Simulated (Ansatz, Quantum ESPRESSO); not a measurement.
# ZnS1-xSex: band gap against composition

How far does the gap depart from the straight line between the end members?

Calculated with Ansatz 0.2.0, PBEsol, PAW files of the set soft_1, cutoff 600 eV, Fermi–Dirac smearing 0.02 eV, k-mesh 4×4×4, no spin polarisation, no spin-orbit coupling.

Each composition is one ordered cell of the zinc blende structure with 8 sites to fill (x is the share of Se on the S sites), chosen so that its near-neighbour pairs are as close to random as the cell allows, with cell and atoms relaxed. The cell at x = 0.125: a = 7.6243 Å, b = 7.6243 Å, c = 7.6243 Å, α = 60.00°, β = 60.00°, γ = 60.00°.

```
atom       x       y       z
  Se  0.3750  0.3750  0.3750
  Zn  0.9998  0.9998  0.9998
  Zn  0.9998  0.9998  0.5007
  Zn  0.9998  0.5007  0.9998
  Zn  0.9893  0.5036  0.5036
  Zn  0.5007  0.9998  0.9998
  Zn  0.5036  0.9893  0.5036
  Zn  0.5036  0.5036  0.9893
  Zn  0.5036  0.5036  0.5036
   S  0.3745  0.3745  0.8755
   S  0.3745  0.8755  0.3745
   S  0.3745  0.8755  0.8755
   S  0.8755  0.3745  0.3745
   S  0.8755  0.3745  0.8755
   S  0.8755  0.8755  0.3745
   S  0.8750  0.8750  0.8750
```

| x | formula | space group | gap (eV) |
| --- | --- | --- | --- |
| 0 | ZnS | F-43m | 2.082 |
| 0.125 | Zn8SeS7 | F-43m | 1.901 |
| 0.25 | Zn4SeS3 | Amm2 | 1.682 |
| 0.375 | Zn8Se3S5 | R3m | 1.566 |
| 0.5 | Zn2SeS | Ima2 | 1.492 |
| 0.625 | Zn8Se5S3 | R3m | 1.378 |
| 0.875 | Zn8Se7S | F-43m | 1.286 |
| 1 | ZnSe | F-43m | 1.236 |

**Question.** Fit the trend and give the value at x = 0.75, a row left out above.

The law is y = (1 − x) y0 + x y1 − b x(1 − x). With w = x(1 − x) and δ the distance of each inner row from the straight line, b = −Σδw/Σw².

```
    x       w       δ
0.125  0.1094  −0.075
 0.25  0.1875  −0.188
0.375  0.2344  −0.199
  0.5  0.2500  −0.167
0.625  0.2344  −0.175
0.875  0.1094  −0.056
```

Σδw = −0.1791 and Σw² = 0.2314, so b = 0.774 eV. At x = 0.75 the law gives 1.302 eV. The run itself gives 1.316 eV, so the estimate misses by 0.014 eV; the fitted rows themselves lie up to 0.043 eV off the law.

One small ordered cell stands for each composition, so a random alloy may differ, and zone-edge valleys can fold onto Γ in it. Semilocal functionals give gaps that are too small, and the error differs from valley to valley, so the order of close valleys can be wrong too.

The same fit over all rows at other levels or in other programs gives b = 0.782 eV with PBEsol (Quantum ESPRESSO, GBRV).

[Logs are printed without paths, hosts, clocks, repeated set-up lines and the standing remarks that a program may print on its own settings, such as how far it seeks lower states.]
